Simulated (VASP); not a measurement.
**VASP 6.6.1 run: BaTiO$_{3}$**

INCAR

```
NSW = 0
ISIF = 2
PREC = Accurate
ENCUT = 520
NELM = 83
LCHARG = .FALSE.
LREAL = .FALSE.
LWAVE = .FALSE.
GGA = PE
NELECT = 39.9
NBANDS = 44
IBRION = -1
ISMEAR = -1
EDIFF = 1E-7
LASPH = .TRUE.
SIGMA = 0.02
```

KPOINTS

```
KPOINTS created by Atomic Simulation Environment
0
Gamma
6 6 6
0 0 0
```

POSCAR

```
Ba Ti O
 1.0000000000000000
     3.9541555551999998    0.0000000000000000    0.0000000000000000
     0.0000000000000000    3.9541555551999998    0.0000000000000000
     0.0000000000000000    0.0000000000000000    3.9541555551999998
 Ba  Ti  O
   1   1   3
Cartesian
  0.0000000000000000  0.0000000000000000  0.0000000000000000
  1.9770777775999999  1.9770777775999999  1.9770777775999999
  1.9770777775999999  1.9770777775999999  0.0000000000000000
  1.9770777775999999  0.0000000000000000  1.9770777775999999
  0.0000000000000000  1.9770777775999999  1.9770777775999999
```

The recommended PBE PAW datasets give the neutral cell 40 valence electrons.

Command

```
mpirun -np 1 vasp_std
```

Task: Predict the outcome of this run.

Result: It converged. Results: pressure 8.9 GPa.

OSZICAR

```
N       E                     dE             d eps       ncg     rms          rms(c)
DAV:   1     0.374600499090E+03    0.37460E+03   -0.17974E+04  1760   0.961E+02
DAV:   2    -0.123169523625E+02   -0.38692E+03   -0.35691E+03  1884   0.299E+02
DAV:   3    -0.491943291050E+02   -0.36877E+02   -0.36042E+02  2300   0.898E+01
DAV:   4    -0.508163819981E+02   -0.16221E+01   -0.16095E+01  2476   0.156E+01
DAV:   5    -0.508409209635E+02   -0.24539E-01   -0.24526E-01  2004   0.182E+00    0.235E+01
DAV:   6    -0.406830482062E+02    0.10158E+02   -0.21961E+01  2220   0.424E+01    0.961E+00
DAV:   7    -0.403789844073E+02    0.30406E+00   -0.44963E+00  2076   0.133E+01    0.685E+00
DAV:   8    -0.403153155556E+02    0.63669E-01   -0.86299E-01  2212   0.712E+00    0.263E+00
DAV:   9    -0.403172124697E+02   -0.18969E-02   -0.14729E-01  1980   0.213E+00    0.208E+00
DAV:  10    -0.402656587965E+02    0.51554E-01   -0.10915E-01  1980   0.256E+00    0.158E-01
DAV:  11    -0.402661301316E+02   -0.47134E-03   -0.42844E-03  1936   0.399E-01    0.169E-01
DAV:  12    -0.402661515679E+02   -0.21436E-04   -0.13562E-04  2196   0.588E-02    0.927E-02
DAV:  13    -0.402661301960E+02    0.21372E-04   -0.83656E-05  2048   0.646E-02    0.354E-02
DAV:  14    -0.402661206610E+02    0.95350E-05   -0.47807E-05  2096   0.498E-02    0.108E-02
DAV:  15    -0.402661192273E+02    0.14337E-05   -0.11279E-05  2068   0.268E-02    0.400E-03
DAV:  16    -0.402661191888E+02    0.38527E-07   -0.47356E-07  2188   0.471E-03
   1 F= -.40266119E+02 E0= -.40265262E+02  d E =-.171414E-02
```

The cell is charged and sits in a uniform background.

For comparison, a separate PBE run of the intended cell, on usual settings and not on those above, gives a gap of 1.82 eV on its mesh and a pressure of 11.0 GPa.
